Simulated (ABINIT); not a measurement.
Runs of ABINIT 10.8.3 (patched build) on ZrN. It takes space group Fm-3m (No. 225, cubic). Conventional cell: a = 4.600 Å, b = 4.600 Å, c = 4.600 Å, α = 90.00°, β = 90.00°, γ = 90.00°. Around Zr (site symmetry m-3m) lie 6 N at 2.30 Å. N (site symmetry m-3m) is surrounded by 6 Zr at 2.30 Å. 

```csv
task,level,potentials or basis,spin,cell,k mesh,cutoff (eV),fine-grid cutoff,mesh quality,gap on the mesh (eV),pressure (GPa),V0 of scaled cells (Å³/atom),B0 (GPa)
single point,PBEsol,JTH PAW PBE v2.0,off,as given,13 × 13 × 13,707,1306.15 eV,not flagged,none,-8.1,-,-
equation of state,rPW86PBE,JTH PAW PBE v2.0,off,as given,10 × 10 × 10,707,1306.15 eV,not flagged,-,-,12.57,(c)
single point,LDA,JTH PAW LDA v2.0,off,as given,6 × 6 × 6,680,1278.94 eV,coarse,none,-,-,-
band structure,revPBE,JTH PAW PBE v2.0,off,as given,10 × 10 × 10,707,1306.15 eV,not flagged,none,(b),-,-
band structure,PBEsol,JTH PAW PBE v2.0,"SOC, no magnetisation",as given,10 × 10 × 10,707,1306.15 eV,not flagged,none,-8.1,-,-
equation of state,revPBE+D3(BJ),JTH PAW PBE v2.0,off,as given,10 × 10 × 10,707,1306.15 eV,not flagged,-,-,(a),266
single point,PBE,JTH PAW PBE v2.0,off,as given,10 × 10 × 10,707,1306.15 eV,not flagged,none,-1.1,-,-
band structure,PW91,JTH PAW PBE v2.0,off,as given,10 × 10 × 10,707,1306.15 eV,not flagged,none,-1.3,-,-
equation of state,BP86,JTH PAW PBE v2.0,off,as given,10 × 10 × 10,707,1306.15 eV,not flagged,-,-,12.16,248
band structure,PBE,JTH PAW PBE v2.0,off,as given,10 × 10 × 10,707,1306.15 eV,not flagged,none,-1.1,-,-
single point,PBE,JTH PAW PBE v2.0,off,"atoms moved at random, drawn with an rms of 0.05 Å",10 × 10 × 10,707,1306.15 eV,not flagged,none,-1.0,-,-
single point,PBEsol,JTH PAW PBE v2.0,off,as given,6 × 6 × 6,707,1306.15 eV,coarse,none,-8.3,-,-
```

Alike in all rows: smearing fermi-dirac 0.05 eV.

**Question.** Fill in the values left out.

**Answer.** (a) 11.72; (b) 1.6; (c) 230.

Caveats: some runs use coarse meshes; the PAW data sets were made with another functional, which shifts forces and pressure a little (some runs); pressures at fixed basis lie under the slope of the energies (some runs).

A k mesh can miss the band edges, and rows without SOC leave out spin-orbit coupling on Zr.

A gap of «none» marks a metal or a gap under the smearing width.
